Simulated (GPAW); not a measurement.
## Collinear magnetic orders of Ni3 Cu7 Ni3 001 with GPAW

Aim: find out whether Ni3 Cu7 Ni3 001 carries moments, and which collinear order costs least.

Calculated with GPAW 26.7.0; PBE; plane waves with GPAW's PAW setups, scalar-relativistic.

## Step 1: The structure

The cell holds 13 atoms: 6 Ni and 7 Cu. Its edges and angles: a = 2.556 Å, b = 2.556 Å, c = 32.982 Å, α = 90.0°, β = 90.0°, γ = 90.0°. ideal sites on the substrate's mesh, layer spacings from atomic volumes, unrelaxed, 12 A of vacuum. Vacuum lies along c.

## Step 2: Run 1 (ferro ++++++)

Parallel moments need no larger cell; this start tests for a ferromagnetic state only.

Contents of order1.py:

```python
import json
import numpy as np
from ase import Atoms
from ase.parallel import paropen, parprint
from gpaw import GPAW

atoms = Atoms(['Ni', 'Ni', 'Ni', 'Cu', 'Cu', 'Cu', 'Cu', 'Cu', 'Cu', 'Cu', 'Ni', 'Ni', 'Ni'],
    cell=[[2.556191, 0.0, 0.0],
         [0.0, 2.556191, 0.0],
         [0.0, 0.0, 32.982192]],
    scaled_positions=[[0.0, 0.0, 0.181916],
         [0.5, 0.5, 0.232494],
         [0.0, 0.0, 0.283072],
         [0.5, 0.5, 0.335738],
         [0.0, 0.0, 0.390492],
         [0.5, 0.5, 0.445246],
         [0.0, 0.0, 0.5],
         [0.5, 0.5, 0.554754],
         [0.0, 0.0, 0.609508],
         [0.5, 0.5, 0.664262],
         [0.0, 0.0, 0.716928],
         [0.5, 0.5, 0.767506],
         [0.0, 0.0, 0.818084]],
    pbc=True,
    magmoms=[0.8, 0.8, 0.8, 0.0, 0.0, 0.0, 0.0, 0.0, 0.0, 0.0, 0.8, 0.8, 0.8])
atoms.calc = GPAW(mode={'name': 'pw', 'ecut': 450},
    xc='PBE',
    kpts={'size': (20, 20, 1), 'gamma': True},
    occupations={'name': 'fermi-dirac', 'width': 0.05},
    convergence={'density': 1e-05, 'energy': 1e-05},
    maxiter=200,
    mixer={'name': 'pulay', 'beta': 0.03, 'nmaxold': 8, 'weight': 100},
    symmetry={'tolerance': 1e-4},
    txt='order1.txt')
e = atoms.get_potential_energy(force_consistent=True)
res = {'free_energy': e, 'energy_sigma0': atoms.get_potential_energy(), 'fermi_energy': atoms.calc.get_fermi_level()}
res['moments'] = atoms.get_magnetic_moments().tolist()
res['total'] = atoms.get_magnetic_moment()
parprint('site moments (muB):', np.round(res['moments'], 3))
parprint(f"total moment: {res['total']:.3f} muB")
parprint(f'free energy: {e:.6f} eV')
atoms.calc.write('order1.gpw')
with paropen('results.json', 'w') as f:
    json.dump(res, f)
```

Started as:

```bash
> OMP_NUM_THREADS=1 mpirun -n 8 gpaw python order1.py > order1.log
```

Numbers of over 12 decimals in the logs are rounded to 6 here.

Output:

```text
site moments (muB): [ 0.784  0.67   0.492 -0.004 -0.005 -0.    -0.001 -0.    -0.005 -0.004
  0.492  0.67   0.784]
total moment: 3.628 muB
free energy: -67.118593 eV

--- order1.txt ---
Input parameters:
  mode=PW(ecut=450),
  convergence={'density': 1e-05, 'energy': 1e-05},
  kpts=MonkhorstPack(size=(20, 20, 1), gamma=True),
  maxiter=200,
  mixer=Pulay(name='pulay', nmaxold=8, beta=0.03, weight=100, sigma=0.015, g_ss=None),
  occupations=Occupations(name='fermi-dirac', width=0.05),
  symmetry=Symmetry(tolerance=0.0001),
  xc=XC(name='PBE')

Diagonalizing LCAO Hamiltonian
Converting LCAO to pw mode
   .-----.
  /|     |
 * |     |
 | |     |
 | |     |
 | |     |
 | |     |
 | |     |
 | |     |
 Ni|     |
 | |     |
 | | Ni  |
 | |     |
 | |     |
 Ni|     |
 | | Cu  |
 | |     |
 | |     |
 Cu|     |
 | | Cu  |
 | |     |
 | |     |
 | |     |
 Cu|     |
 | | Cu  |
 | |     |
 | |     |
 Cu|     |
 | | Cu  |
 | |     |
 | |     |
 Ni|     |
 | | Ni  |
 | |     |
 | |     |
 | |     |
 Ni|     |
 | |     |
 | |     |
 | |     |
 | |     |
 | .-----.
 |/     /
 *-----*

Atoms  # Å, Bohr magnetons
|    | symbol |        x |        y |         z |    initial magnetic moments |
|----|--------|----------|----------|-----------|-----------------------------|
|  0 |     Ni | 0.000000 | 0.000000 |  5.999988 | ( 0.0000,  0.0000,  0.8000) |
|  1 |     Ni | 1.278096 | 1.278096 |  7.668162 | ( 0.0000,  0.0000,  0.8000) |
|  2 |     Ni | 0.000000 | 0.000000 |  9.336335 | ( 0.0000,  0.0000,  0.8000) |
|  3 |     Cu | 1.278096 | 1.278096 | 11.073375 | ( 0.0000,  0.0000,  0.0000) |
|  4 |     Cu | 0.000000 | 0.000000 | 12.879282 | ( 0.0000,  0.0000,  0.0000) |
|  5 |     Cu | 1.278096 | 1.278096 | 14.685189 | ( 0.0000,  0.0000,  0.0000) |
|  6 |     Cu | 0.000000 | 0.000000 | 16.491096 | ( 0.0000,  0.0000,  0.0000) |
|  7 |     Cu | 1.278096 | 1.278096 | 18.297003 | ( 0.0000,  0.0000,  0.0000) |
|  8 |     Cu | 0.000000 | 0.000000 | 20.102910 | ( 0.0000,  0.0000,  0.0000) |
|  9 |     Cu | 1.278096 | 1.278096 | 21.908817 | ( 0.0000,  0.0000,  0.0000) |
| 10 |     Ni | 0.000000 | 0.000000 | 23.645857 | ( 0.0000,  0.0000,  0.8000) |
| 11 |     Ni | 1.278096 | 1.278096 | 25.314030 | ( 0.0000,  0.0000,  0.8000) |
| 12 |     Ni | 0.000000 | 0.000000 | 26.982204 | ( 0.0000,  0.0000,  0.8000) |

Unit cell  # Å
| periodic |        x |        y |         z |   lengths |    angles |
|----------|----------|----------|-----------|-----------|-----------|
|      yes | 2.556191 | 0.000000 |  0.000000 |  2.556191 | 90.000000 |
|      yes | 0.000000 | 2.556191 |  0.000000 |  2.556191 | 90.000000 |
|      yes | 0.000000 | 0.000000 | 32.982192 | 32.982192 | 90.000000 |

Number of symmetries: 16

BZ-sampling:
  Number of BZ points: 400
  Number of IBZ points: 66

  Monkhorst-Pack size: [20, 20, 1]
  Monkhorst-Pack shift: [0.025, 0.025, 0.0]

K-points  # in reciprocal-cell coordinates
|     |                                coordinates |     weight |
|-----|--------------------------------------------|------------|
|   0 | ( -0.00000000,  -0.00000000,   0.00000000) | 0.00250000 |
|   1 | (  0.05000000,  -0.00000000,   0.00000000) | 0.01000000 |
|   2 | (  0.05000000,   0.05000000,   0.00000000) | 0.01000000 |
|   3 | (  0.10000000,  -0.00000000,   0.00000000) | 0.01000000 |
|   4 | (  0.10000000,   0.05000000,   0.00000000) | 0.02000000 |
|   5 | (  0.10000000,   0.10000000,   0.00000000) | 0.01000000 |
|   6 | (  0.15000000,  -0.00000000,   0.00000000) | 0.01000000 |
|   7 | (  0.15000000,   0.05000000,   0.00000000) | 0.02000000 |
|   8 | (  0.15000000,   0.10000000,   0.00000000) | 0.02000000 |
|   9 | (  0.15000000,   0.15000000,   0.00000000) | 0.01000000 |
| ... |                                            |            |
|  65 | (  0.50000000,   0.50000000,   0.00000000) | 0.00250000 |

Plane wave coefficients: 4738
Cutoff: 450.000000 eV

Spin-components: 2 (collinear spins)
Bands:           111
Projectors:      78
Spin-degeneracy: 1
Datatype:        complex128

Parallelization:
  kpt:    8
  domain: 1
  band:   1

Density:
  Valence electrons: 173.0
  Components: 2
  Grid points: [ 14  14 162]
  Charge: 0.0  # |e|

Potential:
  Grid points: [ 14  14 162]

species:
  Ni:
    name:    Nickel
    Z:       28.0
    valence: 16
    core:    12
    charge:  0.0  # [|e|]
    compensation charges:
      type: gauss
      rc: 0.36  # [Å]
      lmax: 2
    cutoffs:
      filter: 2.14  # [Å]
      core: 1.98  # [Å]
    projectors
    | kind |    occ | energy [eV] | rcut [Å] |
    |------|--------|-------------|----------|
    |   4s |  2.000 |      -5.642 |    1.164 |
    |   3p |  6.000 |     -71.394 |    1.207 |
    |   4p |  0.000 |      -1.226 |    1.207 |
    |   3d |  8.000 |      -8.875 |    1.138 |
    |    s |        |      21.570 |    1.164 |
    |    d |        |      18.337 |    1.138 |

    Using partial waves for Ni as LCAO basis

  Cu:
    name:    Copper
    Z:       29.0
    valence: 11
    core:    18
    charge:  0.0  # [|e|]
    compensation charges:
      type: gauss
      rc: 0.33  # [Å]
      lmax: 2
    cutoffs:
      filter: 2.06  # [Å]
      core: 2.43  # [Å]
    projectors
    | kind |    occ | energy [eV] | rcut [Å] |
    |------|--------|-------------|----------|
    |   4s |  1.000 |      -4.609 |    1.164 |
    |   4p |  0.000 |      -0.698 |    1.164 |
    |   3d | 10.000 |      -5.039 |    1.058 |
    |    s |        |      22.603 |    1.164 |
    |    p |        |      26.513 |    1.164 |
    |    d |        |      22.172 |    1.058 |

    Using partial waves for Cu as LCAO basis

Reference energy: -563358.153572  # eV

eigensolver:
  PPCG
  Converge bands: occupied
  niter=2

density mixing:
  Pulay-Mixer
  Linear mixing parameters: 0.03
  Old densities: 8
  Fourier metric: weight=100, sigma=0.015

occupation numbers:
  Fermi-Dirac:
    width: 0.0500  # eV

poisson solver:
  ecut: 3600.000000  # eV

xc functional:
  name: PBE with 2 nearest neighbor stencil

convergence criteria:
- Maximum integral of absolute [dens]ity change: 1e-05 electrons / valence electron
- Maximum [total energy] change in last 3 cyles: 1e-05 eV / valence electron
- Maximum integral of absolute [eigenst]ate change: 4e-08 eV^2 / valence electron
maximum number of iterations: 200

SCF iterations
|iter     |      energy | eigst |  dens |  magmom |
|---------|-------------|-------|-------|---------|
|iter:   1|       0s | -101.030863 | +0.57 |       |  +4.8044|
|iter:   2|      17s | -247.524690 | +0.98 | -0.74 |  +4.6685|
|iter:   3|      33s |  -77.051268 | -0.04 | -0.57 |  +4.6534|
|iter:   4|      49s |  -71.344439 | -0.92 | -1.02 |  +4.6418|
|iter:   5|      65s |  -69.830860 | -1.48 | -1.15 |  +4.6005|
|iter:   6|      81s |  -68.056239 | -1.59 | -1.16 |  +4.4881|
|iter:   7|      97s |  -67.454185 | -1.99 | -1.36 |  +4.4255|
|iter:   8|     113s |  -66.995099 | -1.56 | -1.49 |  +4.2689|
|iter:   9|     129s |  -66.967383 | -2.31 | -1.74 |  +4.2126|
|iter:  10|     145s |  -66.982585 | -3.01 | -1.82 |  +4.1425|
[... 29 iterations left out ...]
|iter:  40|     619s |  -67.074798c| -7.56c| -4.32 |  +3.6284|
|iter:  41|     635s |  -67.074788c| -7.32 | -4.37 |  +3.6286|
|iter:  42|     642s |  -67.074788c| -7.76c| -4.59 |  +3.6285|
|iter:  43|     650s |  -67.074788c| -8.01c| -4.63 |  +3.6284|
|iter:  44|     657s |  -67.074787c| -8.01c| -4.66 |  +3.6284|
|iter:  45|     665s |  -67.074783c| -7.52c| -4.71 |  +3.6283|
|iter:  46|     673s |  -67.074783c| -7.92c| -4.84 |  +3.6282|
|iter:  47|     680s |  -67.074783c| -8.12c| -4.88 |  +3.6281|
|iter:  48|     688s |  -67.074782c| -8.02c| -4.92 |  +3.6280|
|iter:  49|     696s |  -67.074781c| -8.28c| -5.01c|  +3.6279|

Converged in 49 steps
Energy contributions relative to reference atoms: (reference = -563358.153572)

Energy contributions:
  Kinetic:         -53.030484
  Coulomb:          44.219801
  Zero:              1.647341
  External:          0.000000
  Xc:              -59.867627
  Entropy:          -0.087624
  Spinorbit:         0.000000
  ----------------------------
  Free energy:     -67.118593
  Extrapolated:    -67.074781

dipole moment: (-37.505539, -37.505539, 0.000009)  # |e|*Ang

Total magnetic moment: (0.000000, 0.000000, 3.627943)

Local magnetic moments
|        x |        y |         z |
|----------|----------|-----------|
| 0.000000 | 0.000000 |  0.784232 |  # Ni   0
| 0.000000 | 0.000000 |  0.669903 |  # Ni   1
| 0.000000 | 0.000000 |  0.491556 |  # Ni   2
| 0.000000 | 0.000000 | -0.004125 |  # Cu   3
| 0.000000 | 0.000000 | -0.004968 |  # Cu   4
| 0.000000 | 0.000000 | -0.000413 |  # Cu   5
| 0.000000 | 0.000000 | -0.000689 |  # Cu   6
| 0.000000 | 0.000000 | -0.000413 |  # Cu   7
| 0.000000 | 0.000000 | -0.004968 |  # Cu   8
| 0.000000 | 0.000000 | -0.004125 |  # Cu   9
| 0.000000 | 0.000000 |  0.491556 |  # Ni  10
| 0.000000 | 0.000000 |  0.669903 |  # Ni  11
| 0.000000 | 0.000000 |  0.784232 |  # Ni  12

Fermi level: 4.172
Eigenvalues  # (at kpt = [-0.000, -0.000, 0.000])
| band index |      eig [eV] | occ [0-1] |      eig [eV] | occ [0-1] |
|------------|---------------|-----------|---------------|-----------|
|          0 |       -59.953 |     1.000 |       -59.126 |     1.000 |
|        ... |               |           |               |           |
|         83 |         3.093 |     1.000 |         3.662 |     1.000 |
|         84 |         3.290 |     1.000 |         3.662 |     1.000 |
|         85 |         3.397 |     1.000 |         4.000 |     0.969 |
|         86 |         3.397 |     1.000 |         4.000 |     0.969 |
|         87 |         3.602 |     1.000 |         4.165 |     0.537 |
|         88 |         3.602 |     1.000 |         4.348 |     0.029 |
|         89 |         3.603 |     1.000 |         4.348 |     0.029 |
|         90 |         3.603 |     1.000 |         4.440 |     0.005 |
|         91 |         3.637 |     1.000 |         4.440 |     0.005 |
|         92 |         3.637 |     1.000 |         4.440 |     0.005 |
|         93 |         4.082 |     0.858 |         4.440 |     0.005 |
|         94 |         4.899 |     0.000 |         4.939 |     0.000 |
|         95 |         6.124 |     0.000 |         6.117 |     0.000 |
|         96 |         6.351 |     0.000 |         6.342 |     0.000 |
|         97 |         8.838 |     0.000 |         8.802 |     0.000 |
|         98 |         9.636 |     0.000 |         9.609 |     0.000 |
|        ... |               |           |               |           |
|        110 |        18.381 |     0.000 |        18.393 |     0.000 |

No gap
No difference between direct/indirect transitions
```

It took 12 min on 8 MPI ranks of Arm Neoverse V2, shared host; peak memory 3.2 GiB.

Spin moment in the augmentation sphere by atom:

```tsv
atom	spin moment in the augmentation sphere (μB)
Ni1	0.784
Ni2	0.670
Ni3	0.492
Cu4	-0.004
Cu5	-0.005
Cu6	0.000
Cu7	-0.001
Cu8	0.000
Cu9	-0.005
Cu10	-0.004
Ni11	0.492
Ni12	0.670
Ni13	0.784
```

Read from the output:

| Quantity | Value |
| --- | --- |
| magnetization | 3.628 μB |
| final state | ferromagnetic |

After 49 cycles the largest moment stands at 0.784 μB.

(Part 1 of 2 ends here.)

[Logs and program files are shortened in this print: banners, set-up blocks, solver, clock and traceback lines can be left out without a mark of their own.]

[Logs are printed without paths, hosts, clocks, repeated set-up lines and the standing remarks that a program may print on its own settings, such as how far it seeks lower states.]

[Hosts, paths, dates, database ids (printed as entryN), source tags and the programs' standing remarks are cut or masked in the printed files.]

[Where a cell is said to come from a database of computed structures, the database is the Materials Project.]
